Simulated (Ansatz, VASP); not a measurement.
Given: the input of a run of VASP 6.6.1 on Bi. This isn't the form of Bi at room conditions, which is rhombohedral.

File INCAR:

```
PREC = Accurate
ENCUT = 500
EDIFF = 1E-6
ISMEAR = 0
SIGMA = 0.05
LREAL = F
LASPH = T
NELM = 60
ALGO = Normal
ISIF = 2
LWAVE = F
LCHARG = T
GGA = CA
LELF = T
LVHAR = T
NBANDS = 8
```

The input KPOINTS:

```
regular mesh
0
Gamma
  9 9 9
```

Contents of POSCAR:

```
Bi
1.0
   -1.9814305318      1.9814305318      1.9814305318
    1.9814305318     -1.9814305318      1.9814305318
    1.9814305318      1.9814305318     -1.9814305318
Bi
1
Cartesian
    0.0000000000      0.0000000000      0.0000000000
```

Potentials or basis: VASP PAW LDA potentials, release 64 (Bi).

Run with:

```sh
$ cat potpaw_LDA.64/Bi/POTCAR > POTCAR
$ mpirun -np 1 vasp_std > vasp.out
```

**Question.** Translate it to Ansatz 0.2.0. Potentials or basis there: all-electron LAPW, scalar-relativistic.

**Answer.** As run (cutoffs and basis follow the program's own potentials, and thresholds, step limits or extra output files can differ):

Contents of input.yaml:

```yaml
crystal:
  lattice:
    - [-1.9814305318, 1.9814305318, 1.9814305318]
    - [1.9814305318, -1.9814305318, 1.9814305318]
    - [1.9814305318, 1.9814305318, -1.9814305318]
  atoms:
    - { symbol: Bi, position: [0.0, 0.0, 0.0] }
kpoints:
  mp_grid: { grid: [9, 9, 9] }
scf:
  occupations: { method: gaussian, width: 0.05 }
hamiltonian:
  xc: lda
  pseudopotentials: { kind: all_electron, lapw: { basis_error: 0.001 } }
output:
  forces: true
  stress: true
  eigenvalues: true
```

Potentials or basis: all-electron LAPW, scalar-relativistic.

Command:

```bash
$ ansatz run input.yaml --threads 1 --pin off --max-ram 3072MiB --backend cpu --events-out ev --progress --plain --runs-dir out
```

Both were run:

|  | VASP | Ansatz |
| --- | --- | --- |
| Pressure | -3.3 GPa | -3.3 GPa |

Where Ansatz's input types no cutoff or centring, it takes its own default and a Γ-centred mesh.

The two programs' LDA may be different fits to the electron gas.

Pressure is positive in compression.
